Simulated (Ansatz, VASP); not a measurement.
## In3Ga5O12 (Ga1.2In0.8O3, beta-Ga2O3 type) in two plane-wave programs

Aim: how closely do two programs agree when they are given the same cell, functional and k mesh? The cell is invented: As first built, before any earlier steps moved the atoms (in the runner's words): 1x2x1 conventional cells of the Ga2O3 type (40 atoms: 24 O, 10 Ga, 6 In); Ga/In share their sites, the best of 600 random draws by like-pair counts in two shells; start lattice of Ga2O3; atoms moved at random by 0.02 A. It may not be a known or stable phase. The structure shown is the end of the Ansatz relaxation below.

Program: Ansatz 0.2.0. Level of theory: plane waves, with VASP 6.6.1 beside it; single point at PBE with D3(BJ). Results are calculated unless marked as measured.

## Step 1: The starting structure

The cell holds 40 atoms: 24 O, 10 Ga and 6 In. Its edges and angles: a = 12.703 Å, b = 6.411 Å, c = 6.047 Å, α = 89.9°, β = 102.9°, γ = 90.0°. It derives from Ga2O3 (Ga2O3 type, space group 12), repeated 1×2×1. As first built, before any earlier steps moved the atoms (in the runner's words): 1x2x1 conventional cells of the Ga2O3 type (40 atoms: 24 O, 10 Ga, 6 In); Ga/In share their sites, the best of 600 random draws by like-pair counts in two shells; start lattice of Ga2O3; atoms moved at random by 0.02 A.

## Step 2: Ansatz: relaxation, PBE with D3(BJ)

Ansatz runs on its default PAW (the set named soft_2) files.

This run makes the geometry at which the two programs are then compared.

The input, input.yaml:

```yaml
crystal:
  lattice:
    - [12.82422, 0.00194, 0.08704]
    - [0.00097, 6.44872, 0.00803]
    - [-1.41512, 0.00722, 5.9166]
  atoms:
    - { symbol: O, position: [0.16314, 0.00102, 0.10734] }
    - { symbol: O, position: [0.32433, 0.23405, 0.86581] }
    - { symbol: O, position: [0.16949, 0.00052, 0.56136] }
    - { symbol: O, position: [0.31538, 0.23497, 0.429] }
    - { symbol: O, position: [0.51117, 0.00016, 0.27964] }
    - { symbol: O, position: [0.00851, 0.25064, 0.75551] }
    - { symbol: O, position: [0.66067, 0.23357, 0.10101] }
    - { symbol: O, position: [0.84508, 0.0197, 0.90408] }
    - { symbol: O, position: [0.67875, 0.23416, 0.57722] }
    - { symbol: O, position: [0.82682, 0.0096, 0.42727] }
    - { symbol: O, position: [0.00493, 0.22768, 0.27196] }
    - { symbol: O, position: [0.50063, 0.00134, 0.74824] }
    - { symbol: O, position: [0.15652, 0.4993, 0.11221] }
    - { symbol: O, position: [0.32703, 0.76569, 0.86664] }
    - { symbol: O, position: [0.16158, 0.49988, 0.5503] }
    - { symbol: O, position: [0.31377, 0.76539, 0.42859] }
    - { symbol: O, position: [0.49378, 0.49965, 0.28597] }
    - { symbol: O, position: [0.0174, 0.75122, 0.75863] }
    - { symbol: O, position: [0.66495, 0.76604, 0.1] }
    - { symbol: O, position: [0.83273, 0.48454, 0.88969] }
    - { symbol: O, position: [0.67069, 0.76466, 0.568] }
    - { symbol: O, position: [0.83169, 0.48474, 0.45731] }
    - { symbol: O, position: [0.99915, 0.77171, 0.26053] }
    - { symbol: O, position: [0.51641, 0.49923, 0.76849] }
    - { symbol: Ga, position: [0.09362, 0.00417, 0.79816] }
    - { symbol: Ga, position: [0.15643, 0.24321, 0.31102] }
    - { symbol: Ga, position: [0.33224, 0.0001, 0.66844] }
    - { symbol: Ga, position: [0.59238, 0.24073, 0.79398] }
    - { symbol: Ga, position: [0.91265, 0.00569, 0.20875] }
    - { symbol: Ga, position: [0.66442, 0.00105, 0.31269] }
    - { symbol: Ga, position: [0.84438, 0.25175, 0.69532] }
    - { symbol: Ga, position: [0.09237, 0.49739, 0.79752] }
    - { symbol: Ga, position: [0.15368, 0.7575, 0.3099] }
    - { symbol: Ga, position: [0.58936, 0.75933, 0.79503] }
    - { symbol: In, position: [0.40794, 0.24024, 0.18877] }
    - { symbol: In, position: [0.40764, 0.76019, 0.19197] }
    - { symbol: In, position: [0.33999, 0.50006, 0.66586] }
    - { symbol: In, position: [0.92069, 0.49526, 0.2125] }
    - { symbol: In, position: [0.66028, 0.4981, 0.31579] }
    - { symbol: In, position: [0.84563, 0.75525, 0.69346] }
kpoints:
  mp_grid: { grid: [2, 3, 3], shift: [0.5, 0.0, 0.0] }
hamiltonian:
  xc: pbe
  dispersion: d3bj
scf:
  occupations: { method: fermi_dirac, width: 0.01 }
output:
  forces: true
  stress: true
relax:
  f_tol: 0.02
  max_steps: 25
  cell: { stress_tol: 0.1 }
```

Run with:

```
$ ansatz run input.yaml --threads 8 --pin off --max-ram 15360MiB --backend cpu --events-out ev --progress --plain --runs-dir out
```

Numbers of over 12 decimals in the logs are rounded to 6 here.

The log of the run:

```text
The last accepted step is kept in <dir> (removed where the run ends without a failure and the disk answers)
Engine: ansatz 0.2.0, x86_64-unknown-linux-gnu
Pseudopotentials: kind: paw
Pseudopotential: O, paw, valence charge 6, recommended cutoff 420 eV (normal), O.paw.azcp
Pseudopotential: Ga, paw, valence charge 13, recommended cutoff 420 eV (normal), Ga.paw.azcp
Pseudopotential: In, paw, valence charge 13, recommended cutoff 420 eV (normal), In.paw.azcp
Functional definition: PBE
  parameter kappa = 0.804
  parameter beta = 0.066725
  exchange = pbe_x(kappa = kappa, mu = beta*pi^2/3)
  correlation = pbe_c(beta = beta)
Crystal: 40 atoms, lattice volume = 490.095 Å³
Basis set: ecut = 420 eV, 9545 PW (Γ), exchange–correlation on 180×90×90 points (8 copies of the dense FFT grid, shifted against one another)
Bands: 216, of which v1, the nominal top of the filled ones, is band 176 counted from 1 (175 counted from 0)
Symmetry: 1 space group operations
Space group: P1 (ITA 1), of the structure as read, at distance tolerance 7.9e-5 Å
k-points: 9 of 18 (time reversal used)
Non-local potential: O, projectors of the file, l = 0: 2, l = 1: 2, l = 2: 1
Non-local potential: Ga, projectors of the file, l = 0: 2, l = 1: 2, l = 2: 3, l = 3: 1
Non-local potential: In, projectors of the file, l = 0: 2, l = 1: 2, l = 2: 2, l = 3: 2
PAW form: soft (Blöchl's): semilocal exchange-correlation on the pseudo side does not see the compensation charge
PAW one-centre angular grid: O, 110 points (default); XC on 64 Gauss nodes
PAW one-centre angular grid: Ga, 590 points (default); XC on 64 Gauss nodes
PAW one-centre angular grid: In, 590 points (default); XC on 64 Gauss nodes
Initial density: superposition of atomic densities (neutral atoms: chi_scale 0, normalization atom), corrected by the library's trained network
Initial wavefunctions: pseudopotential atomic-orbital guess
Functional: x = pbe(κ = 0.804, μ = 0.219515), c = pbe(β = 0.066725)
SCF iter   1: F=—  HF=-85050.268468 eV  |F-HF|=—  |Δ(HF+E_count)|=         —  Δρ=1.68e-3  dr2=1.33e-2  ethr=1.77e-3  ⟨swp⟩=6.0  Hψ=7128  notcnv=0  defer=10
preconditioner: auto → Resta (q_TF=auto, 2.582 Å⁻¹)  ε∞=4.6  [insulator: Δε(μ)=1.508 eV  Ē_g=16.617 eV  σ=0.010 eV  W_gap=1.00  n_scr=152 (ndim 8)  ℏωp=31.5 eV  f_vac=0.025  D(μ)=0.00/eV (n_scr^D=0)  ε∞_Penn≈4.6]
SCF iter   2: F=—  HF=-85050.272901 eV  |F-HF|=—  |Δ(HF+E_count)|=   4.43e-3  Δρ=8.64e-4  dr2=2.50e-3  ethr=3.77e-6  ⟨swp⟩=2.0  Hψ=3871  notcnv=0  defer=314
SCF iter   3: F=—  HF=-85050.273923 eV  |F-HF|=—  |Δ(HF+E_count)|=   1.02e-3  Δρ=3.69e-4  dr2=8.04e-4  ethr=7.09e-7  ⟨swp⟩=2.0  Hψ=3105  notcnv=0  defer=314
SCF iter   4: F=—  HF=-85050.274204 eV  |F-HF|=—  |Δ(HF+E_count)|=   2.81e-4  Δρ=9.89e-5  dr2=5.02e-5  ethr=2.29e-7  ⟨swp⟩=2.0  Hψ=2285  notcnv=0  defer=314
SCF iter   5: F=—  HF=-85050.274107 eV  |F-HF|=—  |Δ(HF+E_count)|=   9.70e-5  Δρ=5.68e-5  dr2=1.45e-5  ethr=1.43e-8  ⟨swp⟩=2.0  Hψ=3205  notcnv=0  defer=314
SCF iter   6: F=—  HF=-85050.274109 eV  |F-HF|=—  |Δ(HF+E_count)|=   2.19e-6  Δρ=2.08e-5  dr2=1.96e-6  ethr=4.12e-9  ⟨swp⟩=2.0  Hψ=3205  notcnv=0  defer=314
SCF iter   7: F=—  HF=-85050.274109 eV  |F-HF|=—  |Δ(HF+E_count)|=   4.55e-7  Δρ=8.13e-6  dr2=2.85e-7  ethr=5.56e-10  ⟨swp⟩=2.0  Hψ=3205  notcnv=0  defer=314
SCF iter   8: F=-85050.274109 eV  HF=-85050.274109 eV  |F-HF|=3.06e-9  |Δ(HF+E_count)|=   1.03e-7  Δρ=3.44e-6  dr2=5.28e-8  ethr=2.84e-11  ⟨swp⟩=4.0  Hψ=5796  notcnv=0
SCF 1 converged in 8 iterations: F = -85050.274109 eV  dr2 = 5.28e-8
  greatest PAW one-centre occupation: 0.998 electrons in one spin orbital (limit 2), on the Ga atom at site 26 (counted from 0), in its partial waves of l = 2
relax step   1: F+E_penalty+E_count = -85050.27410939 eV  Δ(F+E_penalty+E_count) = +0.000e0 eV  max|allowed force component| = 8.220e-3 eV/Å  Δτ_max = 0.0000 Å  P = -2.574 GPa  Ω = 490.095 Å³  (8 SCF iters, dr2 threshold 1.00e-7 eV, accepted)
Crystal: 40 atoms, lattice volume = 482.841 Å³
Basis set: ecut = 420 eV, 9433 PW (Γ), exchange–correlation on 180×90×90 points (8 copies of the dense FFT grid, shifted against one another)
Initial density: handed on by an earlier stage of this run
Initial wavefunctions: those handed on with the density
iter 1 solved again at ethr=7.01e-6 eV; its pass at ethr=3.10e-3 eV (dr2=2.47e-2 eV) is discarded
SCF iter   1: F=—  HF=-85050.378218 eV  |F-HF|=—  |Δ(HF+E_count)|=         —  Δρ=3.26e-3  dr2=2.44e-2  ethr=7.01e-6  ⟨swp⟩=5.2  Hψ=8405  notcnv=0
preconditioner: auto → Resta (q_TF=auto, 2.588 Å⁻¹)  ε∞=4.6  [insulator: Δε(μ)=1.622 eV  Ē_g=16.731 eV  σ=0.010 eV  W_gap=1.00  n_scr=152 (ndim 8)  ℏωp=31.7 eV  f_vac=0.018  D(μ)=0.00/eV (n_scr^D=0)  ε∞_Penn≈4.6]
SCF iter   2: F=—  HF=-85050.373000 eV  |F-HF|=—  |Δ(HF+E_count)|=   5.22e-3  Δρ=1.46e-3  dr2=4.29e-3  ethr=6.94e-6  ⟨swp⟩=3.1  Hψ=3712  notcnv=0
[...]
iter 1 solved again at ethr=5.71e-8 eV; its pass at ethr=3.10e-3 eV (dr2=2.01e-4 eV) is discarded
SCF iter   1: F=—  HF=-85050.354385 eV  |F-HF|=—  |Δ(HF+E_count)|=         —  Δρ=7.74e-6  dr2=6.13e-8  ethr=5.71e-8  ⟨swp⟩=4.3  Hψ=13008  notcnv=0
[...]
SCF converged after 4 iterations
Free energy (F): -85050.354267 eV
Harris-Foulkes:  -85050.354267 eV  (|F-HF|=5.68e-10)
Internal energy: -85050.354267 eV  (E = F + TS)
E sigma→0 (E₀):  -85050.354267 eV
Fermi energy:    8.608381 eV
--- Per-component energies (eV) ---
  E_band       = -454.523807
  E_kinetic    = 6832.040385
  E_local      = -33111.490113  (includes V_loc(G=0)·N_el)
  E_nonlocal   = 7710.927731
  E_hartree    = 14258.431477
  E_xc         = -3722.150944
  E_vxc        = -3401.259298  (∫ρ·V_xc dr)
  E_paw        = -48741.657249  (= ΣΔE_a)
  E_vpaw       = -7001.662278  (= ΣTr[D̂ρ^β])
  E_aug_tail   = 0.057779  (compensation charges beyond the density's cutoff)
  E_ewald      = -28268.626157
  E_disp       = -7.887176  (pairwise vdW)
  E_smearing   = -0.000000  (= −TS)
  E_closure    = 0.000000  (closes the sum)
  Σ components = -85050.354267   (vs F -85050.354267, Δ=0.00e0)
--- Forces (eV/Å), atoms counted from 1 ---
  atom   1  O     -0.00018791    -0.00031664     0.00013155
  atom   2  O     -0.00007798     0.00037867     0.00072669
  atom   3  O     -0.00003046    -0.00033766     0.00005206
  atom   4  O      0.00006933    -0.00012552    -0.00026500
  atom   5  O     -0.00191643     0.00017238     0.00106240
  atom   6  O     -0.00034502    -0.00021648    -0.00015144
  atom   7  O     -0.00030382    -0.00002437    -0.00026041
  atom   8  O     -0.00016501    -0.00038960     0.00062128
  atom   9  O      0.00023524     0.00007545    -0.00005500
  atom  10  O      0.00032751     0.00008871     0.00087538
  atom  11  O      0.00017993     0.00021157     0.00073245
  atom  12  O     -0.00104944    -0.00032768    -0.00024265
  atom  13  O      0.00026179     0.00022282     0.00014154
  atom  14  O     -0.00033345    -0.00063790     0.00072832
  atom  15  O     -0.00016310    -0.00018648    -0.00014166
  atom  16  O     -0.00007261     0.00026211    -0.00026018
  atom  17  O     -0.00091850    -0.00017543    -0.00013472
  atom  18  O      0.00013833     0.00006125     0.00024894
  atom  19  O      0.00039820    -0.00005554     0.00025073
  atom  20  O      0.00001537     0.00032984     0.00035418
  atom  21  O     -0.00011978    -0.00015676     0.00040686
  atom  22  O      0.00090597    -0.00001259    -0.00038620
  atom  23  O      0.00108464     0.00020196     0.00046377
  atom  24  O     -0.00084085     0.00048728    -0.00035366
[...]
atom  33  Ga     0.00010505     0.00019406    -0.00072091
  atom  34  Ga     0.00125937     0.00001410     0.00032425
  atom  35  In     0.00028865    -0.00029852     0.00055516
  atom  36  In    -0.00004037     0.00033744    -0.00068268
  atom  37  In     0.00082668     0.00040453    -0.00040672
  atom  38  In    -0.00014928     0.00028198    -0.00072246
  atom  39  In    -0.00037840     0.00035250     0.00067207
  atom  40  In    -0.00131543     0.00032462    -0.00087135
  max |Σ_I F_I| component: 5.14e-6 eV/Å
--- Stress (GPa, compression-positive) ---
       -0.013151      -0.000303       0.000090
       -0.000303      -0.007236      -0.000693
        0.000090      -0.000693      -0.004799
  P = ⅓ Tr σ = -0.0084 GPa (-0.084 kbar)
--- Relaxed structure (7 steps of the walk, 7 accepted, 2 SCFs on fresh bases) ---
  F+E_penalty+E_count = -85050.35426707 eV   max|allowed force component| = 1.916e-3 eV/Å   (the final SCF, on the basis selected at the relaxed cell)
  cell:  # Å, volume = 480.1378 Å³
    - [12.702724, 0.00374811, 0.104614]
    - [0.00191555, 6.411059, 0.00378321]
    - [-1.393384, 0.00311096, 5.884280]
  atoms:
    - { symbol: O, position: [0.165183, 0.000922449, 0.105963] }
    - { symbol: O, position: [0.320970, 0.234927, 0.863502] }
    - { symbol: O, position: [0.168780, 0.000472471, 0.557884] }
    - { symbol: O, position: [0.316608, 0.234088, 0.428103] }
    - { symbol: O, position: [0.510953, -9.91703066700698e-5, 0.281685] }
    - { symbol: O, position: [0.00842084, 0.250665, 0.756480] }
    - { symbol: O, position: [0.662011, 0.233217, 0.102456] }
    - { symbol: O, position: [0.842912, 0.019730, 0.905112] }
    - { symbol: O, position: [0.677975, 0.233585, 0.576522] }
    - { symbol: O, position: [0.827619, 0.010619, 0.430735] }
    - { symbol: O, position: [0.00518083, 0.227921, 0.270140] }
    - { symbol: O, position: [0.499925, 0.0014838, 0.752626] }
    - { symbol: O, position: [0.159335, 0.499351, 0.110438] }
    - { symbol: O, position: [0.323651, 0.765220, 0.864254] }
    - { symbol: O, position: [0.161117, 0.499700, 0.545896] }
    - { symbol: O, position: [0.314677, 0.765942, 0.427880] }
    - { symbol: O, position: [0.493451, 0.499856, 0.294490] }
    - { symbol: O, position: [0.017702, 0.750658, 0.759290] }
    - { symbol: O, position: [0.667064, 0.766870, 0.101645] }
    - { symbol: O, position: [0.829205, 0.483481, 0.889829] }
    - { symbol: O, position: [0.670187, 0.765276, 0.568278] }
    - { symbol: O, position: [0.832183, 0.484608, 0.458819] }
    - { symbol: O, position: [0.999154, 0.771732, 0.258474] }
    - { symbol: O, position: [0.516463, 0.499456, 0.777017] }
    - { symbol: Ga, position: [0.094398, 0.00412248, 0.797783] }
    - { symbol: Ga, position: [0.157265, 0.243611, 0.309365] }
    - { symbol: Ga, position: [0.332070, 0.000114189, 0.666051] }
    - { symbol: Ga, position: [0.592866, 0.240668, 0.795933] }
    - { symbol: Ga, position: [0.912156, 0.0059772, 0.208751] }
    - { symbol: Ga, position: [0.664777, 0.00154627, 0.315629] }
    - { symbol: Ga, position: [0.844341, 0.250677, 0.694940] }
    - { symbol: Ga, position: [0.093700, 0.496929, 0.796683] }
    - { symbol: Ga, position: [0.154257, 0.757457, 0.308352] }
    - { symbol: Ga, position: [0.589891, 0.759842, 0.797562] }
    - { symbol: In, position: [0.408092, 0.240820, 0.183659] }
    - { symbol: In, position: [0.407283, 0.759600, 0.187137] }
    - { symbol: In, position: [0.340375, 0.500026, 0.662566] }
    - { symbol: In, position: [0.920059, 0.495269, 0.210558] }
    - { symbol: In, position: [0.660365, 0.498629, 0.316031] }
    - { symbol: In, position: [0.845676, 0.754512, 0.695443] }
```

The column dr2 measures how far the density is from self-consistency, as an energy; F and HF (Harris–Foulkes) agree once it is small.

(Part 1 of 2 ends here.)

[Lines on the potential files, build, host, timing and source positions are cut from VASP's logs without a mark.]

[Logs are printed without paths, hosts, clocks, repeated set-up lines and the standing remarks that a program may print on its own settings, such as how far it seeks lower states.]

[Hosts, paths, dates, database ids (printed as entryN), source tags and the programs' standing remarks are cut or masked in the printed files.]
